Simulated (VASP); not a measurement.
# MgO (P6_3/mmc) in VASP: dielectric tensor with r2SCAN

Aim: the dielectric tensor of MgO with r2SCAN.

All numbers are computed with VASP 6.6.1; they aren't measurements. Logs are shortened: lines on timing, memory, paths and dates and some standing lists are left out, and cuts for length are marked.

### Step 1. The crystal as given

It takes space group P6_3/mmc (No. 194, hexagonal). The conventional cell has a = 3.484 Å, b = 3.484 Å, c = 4.185 Å, α = 90.00°, β = 90.00°, γ = 120.00°. Mg (site symmetry -6m2) is surrounded by 5 O at 2.01 to 2.09 Å. O (site symmetry -6m2) has 5 Mg at 2.01 to 2.09 Å as nearest neighbours.

The cell was built by a generator and needn't be a form met in nature.

### Step 2. Dielectric tensor, r2SCAN

Input file INCAR:

```
ALGO     = Normal         # electronic algorithm
EDIFF    = 1E-8           # SCF threshold, eV
ENCUT    = 520            # plane-wave cutoff, eV
ISIF     = 2              # what is computed and relaxed
ISMEAR   = 0              # smearing method
LASPH    = True           # aspherical terms in the spheres
LCALCEPS = True         
LCHARG   = False          # write CHGCAR
LMIXTAU  = True         
LREAL    = False          # projectors in reciprocal space
LWAVE    = False          # write WAVECAR
METAGGA  = R2SCAN         # meta-GGA
NELM     = 100            # most SCF steps
PREC     = Accurate       # precision mode
SIGMA    = 0.01           # smearing width, eV
```

Input file KPOINTS:

```
k-points
0
Gamma
  9 9 6
```

Input file POSCAR:

```
MgO
1.0
    3.4840197800      0.0000000000      0.0000000000
   -1.7420098900      3.0172496368      0.0000000000
    0.0000000000      0.0000000000      4.1853204555
Mg O
2 2
Direct
    0.3333333333      0.6666666667      0.2500000000
    0.6666666667      0.3333333333      0.7500000000
    0.6666666667      0.3333333333      0.2500000000
    0.3333333333      0.6666666667      0.7500000000
```

Potentials or basis: VASP PAW PBE potentials, release 64 (Mg, O).

Command:

```console
$ cat potpaw_PBE.64/Mg/POTCAR potpaw_PBE.64/O/POTCAR > POTCAR
$ mpirun -np 1 vasp_std > vasp.out
```

OUTCAR:

```text
EDIFF = 1E-8
   ENCUT = 520
   ISIF = 2
   ISMEAR = 0
   LASPH = True
   LREAL = False
   METAGGA = R2SCAN
   NELM = 100
   PREC = Accurate

 ion  position               nearest neighbor table
   1  0.333  0.667  0.250-   3 2.01   3 2.01   3 2.01   4 2.09   4 2.09   2 2.90   2 2.90   2 2.90
                             2 2.90   2 2.90   2 2.90
   2  0.667  0.333  0.750-   4 2.01   4 2.01   4 2.01   3 2.09   3 2.09   1 2.90   1 2.90   1 2.90
                             1 2.90   1 2.90   1 2.90
   3  0.667  0.333  0.250-   1 2.01   1 2.01   1 2.01   2 2.09   2 2.09
   4  0.333  0.667  0.750-   2 2.01   2 2.01   2 2.01   1 2.09   1 2.09

  LATTYP: Found a hexagonal cell.
 ALAT       =     3.4840197800
 C/A-ratio  =     1.2012906699

  Lattice vectors:

 A1 = (   3.4840197800,   0.0000000000,   0.0000000000)
 A2 = (  -1.7420098900,   3.0172496368,   0.0000000000)
 A3 = (   0.0000000000,   0.0000000000,   4.1853204555)

Analysis of symmetry for initial positions (statically):
=====================================================================
 Subroutine PRICEL returns:
 Original cell was already a primitive cell.

 Routine SETGRP: Setting up the symmetry group for a
 hexagonal supercell.

 Subroutine GETGRP returns: Found 24 space group operations
 (whereof 12 operations were pure point group operations)
 out of a pool of 24 trial point group operations.

The static configuration has the point symmetry D_3d.
 The point group associated with its full space group is D_6h.

Analysis of symmetry for dynamics (positions and initial velocities):
=====================================================================
 Subroutine PRICEL returns:
 Original cell was already a primitive cell.

 Routine SETGRP: Setting up the symmetry group for a
 hexagonal supercell.

 Subroutine GETGRP returns: Found 24 space group operations
 (whereof 12 operations were pure point group operations)
 out of a pool of 24 trial point group operations.

The dynamic configuration has the point symmetry D_3d.
 The point group associated with its full space group is D_6h.

 Subroutine INISYM returns: Found 24 space group operations
 (whereof 12 operations are pure point group operations),
 and found     1 'primitive' translations

----------------------------------------------------------------------------------------

                                     Primitive cell

  volume of cell :      43.9967

  direct lattice vectors                    reciprocal lattice vectors
     3.484019780  0.000000000  0.000000000     0.287024777  0.165713832  0.000000000
    -1.742009890  3.017249637  0.000000000     0.000000000  0.331427664  0.000000000
     0.000000000  0.000000000  4.185320456     0.000000000  0.000000000  0.238930331

  length of vectors
     3.484019780  3.484019780  4.185320456     0.331427664  0.331427664  0.238930331

  position of ions in fractional coordinates (direct lattice)
     0.333333333  0.666666667  0.250000000
     0.666666667  0.333333333  0.750000000
     0.666666667  0.333333333  0.250000000
     0.333333333  0.666666667  0.750000000

  ion indices of the primitive-cell ions
   primitive index   ion index
                 1           1
                 2           2
                 3           3
                 4           4

----------------------------------------------------------------------------------------

 KPOINTS: k-points

Automatic generation of k-mesh.
 Grid dimensions read from file:
 generate k-points for:    9    9    6

 Generating k-lattice:

  Cartesian coordinates                     Fractional coordinates (reciprocal lattice)
     0.031891642  0.018412648  0.000000000     0.111111111  0.000000000  0.000000000
     0.000000000  0.036825296  0.000000000     0.000000000  0.111111111  0.000000000
     0.000000000  0.000000000  0.039821722     0.000000000  0.000000000  0.166666667

  Length of vectors
     0.036825296  0.036825296  0.039821722

  Shift w.r.t. Gamma in fractional coordinates (k-lattice)
[... 56 lines left out ...]
   IBRION =     -1    ionic relax: 0-MD 1-quasi-New 2-CG
   NFREE  =      0    steps in history (QN), initial steepest desc. (CG)
   ISIF   =      2    stress and relaxation
   ISYM   =      2    0-nonsym 1-usesym 2-fastsym
   POTIM  = 0.5000    time-step for ionic-motion
   TEBEG  =    0.0;   TEEND  =   0.0 temperature during run
   PSTRESS=    0.0 pullay stress
   NELECT =      16.0000    total number of electrons
   NUPDOWN=      -1.0000    fix difference up-down
   EMIN   =  10.00;   EMAX   =-10.00  energy-range for DOS
   EFERMI =   0.00;   METHOD = LEGACY
   ISMEAR =     0;   SIGMA  =   0.01  broadening in eV -4-tet -1-fermi 0-gaus
   EFERMI_NEDOS =   21; number of points for ismear=-14 and -15
   IALGO  =     38    algorithm
   IMIX   =      4    mixing-type and parameters
     AMIX     =   0.40;   BMIX     =  1.00
     AMIX_MAG =   1.60;   BMIX_MAG =  1.00
  volume/ion in A,a.u.               =      11.00        74.23
  Fermi-wavevector in a.u.,A,eV,Ry     =   1.168534  2.208209 18.578366  1.365471
  Thomas-Fermi vector in A             =   2.305019
   LORBIT       =      0    0 simple, 1 ext, 2 COOP (PROOUT), +10 PAW based schemes
   METAGGA = R2SCAN    functional components
   LHFCALC =     F    Hartree Fock is set to
   AEXX    =    0.0000 exact exchange contribution
   IVDW    =     0    specifies the selected vdW correction
   LEPSILON=     F    determine dielectric tensor
   LRPA    =     F    only Hartree local field effects (RPA)
   LRPA       =     F
 non-spin polarized calculation
 Gauss-broadening in eV      SIGMA  =   0.01
  energy-cutoff  :      520.00
  volume of cell :       44.00
 maximum number of plane-waves:      1204
 NGX is ok and might be reduce to    28
   NGX = 13   NGY = 13   NGZ = 15

 number of electron      15.9999998 magnetization

 Free energy of the ion-electron system (eV)
  ---------------------------------------------------
  ext. energy  EPLUGINS =         0.00000000
  ---------------------------------------------------
  free energy    TOTEN  =       -32.06986717 eV

  energy without entropy =      -32.06986717  energy(sigma->0) =      -32.06986717

 E-fermi :   1.6419     XC(G=0): -10.5612

 val. band max:        1.5960696586   @ k =   0.0000   0.0000   0.0000
 cond. band min:   10000.0000000000   @ k =   0.0000   0.0000   0.0000
 fundamental gap:   9998.4039303414
 Fermi energy:         1.6419190764

 k-point     1 :       0.0000    0.0000    0.0000
  band No.  band energies     occupation
      1     -16.2964      2.00000
      2     -14.9330      2.00000
      3      -2.0853      2.00000
      4      -0.1708      2.00000
      5      -0.1708      2.00000
      6       0.7596      2.00000
      7       0.7596      2.00000
      8       1.5961      2.00000
      9   10000.0000      0.00000
     10   10000.0000      0.00000
     11   10000.0000      0.00000
     12   10000.0000      0.00000
[... 331 lines left out ...]
 k-point    24 :       0.3333    0.3333    0.1667
  band No.  band energies     occupation
      1     -15.3572      2.00000
      2     -15.3572      2.00000
      3      -1.9278      2.00000
      4      -1.2229      2.00000
      5      -1.2229      2.00000
      6       0.4013      2.00000
      7       0.4013      2.00000
      8       0.4272      2.00000
      9   10000.0000      0.00000
     10   10000.0000      0.00000
     11   10000.0000      0.00000
     12   10000.0000      0.00000

 [... further k-points ...]

------------------------ aborting loop because EDIFF is reached ----------------------------------------

            Ionic dipole moment: p[ion]=(     0.00000     0.00000     0.00000 ) |e| Angst

 Total electronic dipole moment: p[elc]=(     0.00000    -0.00000     0.00431 ) |e| Angst

 MACROSCOPIC STATIC DIELECTRIC TENSOR (including local field effects)
 ------------------------------------------------------
           2.769350    -0.000000    -0.000000
           0.000000     2.769350     0.000000
           0.000000     0.000000     2.773676
 ------------------------------------------------------

 PIEZOELECTRIC TENSOR (including local field effects) (e Angst)
          XX          YY          ZZ          XY          YZ          ZX
  --------------------------------------------------------------------------------
  x     0.00000     0.00000     0.00000     0.00000     0.00000     0.00000
  y     0.00000     0.00000     0.00000     0.00000     0.00000     0.00000
  z     0.00000     0.00000     0.00000     0.00000     0.00000     0.00000

 PIEZOELECTRIC TENSOR (including local field effects) (C/m^2)
          XX          YY          ZZ          XY          YZ          ZX
  --------------------------------------------------------------------------------
  x     0.00000     0.00000     0.00000     0.00000     0.00000     0.00000
  y     0.00000     0.00000     0.00000     0.00000     0.00000     0.00000
  z     0.00000     0.00000     0.00000     0.00000     0.00000     0.00000

 BORN EFFECTIVE CHARGES (including local field effects) (in |e|, cummulative output)
 ---------------------------------------------------------------------------------
 ion    1
    1     1.77405     0.00000     0.00000
    2     0.00000     1.77405     0.00000
    3     0.00000     0.00000     1.99384
 ion    2
    1     1.77405    -0.00000     0.00000
    2     0.00000     1.77405     0.00000
    3     0.00000     0.00000     1.99384
 ion    3
    1    -1.77405     0.00000     0.00000
    2     0.00000    -1.77405     0.00000
    3     0.00000     0.00000    -1.99384
 ion    4
    1    -1.77405     0.00000     0.00000
    2     0.00000    -1.77405     0.00000
    3     0.00000     0.00000    -1.99384

  FORCE on cell =-STRESS in cart. coord.  units (eV):
  Direction    XX          YY          ZZ          XY          YZ          ZX
  --------------------------------------------------------------------------------------
  -------------------------------------------------------------------------------------
  Total       -0.1842776     -0.1842776     -0.2664534      0.0000000      0.0000000      0.0000000
  in kB       -6.7106171     -6.7106171     -9.7031180      0.0000000      0.0000000      0.0000000
  external PRESSURE =      -7.7081174 kB  Pullay stress =       0.0000000 kB

 VOLUME and BASIS-vectors are now :
 -----------------------------------------------------------------------------
  energy-cutoff  :      520.00
  volume of cell :       44.00
      direct lattice vectors                 reciprocal lattice vectors
     3.484019780  0.000000000  0.000000000     0.287024777  0.165713832  0.000000000
    -1.742009890  3.017249637  0.000000000     0.000000000  0.331427664  0.000000000
     0.000000000  0.000000000  4.185320456     0.000000000  0.000000000  0.238930331

 POSITION                                       TOTAL-FORCE (eV/Angst)
 -----------------------------------------------------------------------------------
     -0.00000      2.01150      1.04633        -0.000000      0.000000      0.000000
      1.74201      1.00575      3.13899         0.000000     -0.000000      0.000000
      1.74201      1.00575      1.04633        -0.000000     -0.000000      0.000000
     -0.00000      2.01150      3.13899         0.000000     -0.000000      0.000000
 -----------------------------------------------------------------------------------
    total drift:                                0.000000     -0.000000      0.000000

  FREE ENERGIE OF THE ION-ELECTRON SYSTEM (eV)
  ---------------------------------------------------
  free  energy   TOTEN  =       -32.0698671715 eV

  energy  without entropy=      -32.0698671715  energy(sigma->0) =      -32.06986717
```

Wall time 25 min (1 thread of Intel Xeon 6975P-C (Granite Rapids), shared host); peak memory 0.48 GiB.

Results:

* Band gap on the k mesh: 4.08 eV, direct
* Electronic dielectric tensor (diagonal): 2.77
* Born charges (mean of the diagonal): Mg +1.85; O -1.85 e

Levels at points of the mesh, in eV from the valence-band top:
| k point | band 4 | band 5 | band 6 | band 7 | band 8 | band 9 | band 10 | band 11 | band 12 |
| --- | --- | --- | --- | --- | --- | --- | --- | --- | --- |
| (0.00, 0.00, 0.00) | -1.77 | -1.77 | -0.84 | -0.84 | 0.00 | 4.08 | 10.38 | 13.16 | 13.47 |
| (0.00, 0.00, 0.50) | -2.42 | -1.32 | -1.32 | -1.32 | -1.32 | 7.14 | 7.14 | 13.85 | 13.85 |

Electronic dielectric tensor:
```
2.77 0.00 0.00
0.00 2.77 0.00
0.00 0.00 2.77
```

Born effective charge tensors (e):
atom 1, Mg
```
1.77 0.00 0.00
0.00 1.77 0.00
0.00 0.00 1.99
```
atom 2, Mg
```
1.77 0.00 0.00
0.00 1.77 0.00
0.00 0.00 1.99
```
atom 3, O
```
-1.77  0.00  0.00
 0.00 -1.77  0.00
 0.00  0.00 -1.99
```
atom 4, O
```
-1.77  0.00  0.00
 0.00 -1.77  0.00
 0.00  0.00 -1.99
```

Dipole moments of the cell (e·Å, modulo the quantum): ionic 0.000, 0.000, 0.000; electronic 0.000, 0.000, 0.004

Caveat: the PAW data sets were made with another functional, which shifts forces and pressure a little. r2SCAN opens gaps a little over a GGA but as a rule still falls short of measured ones.
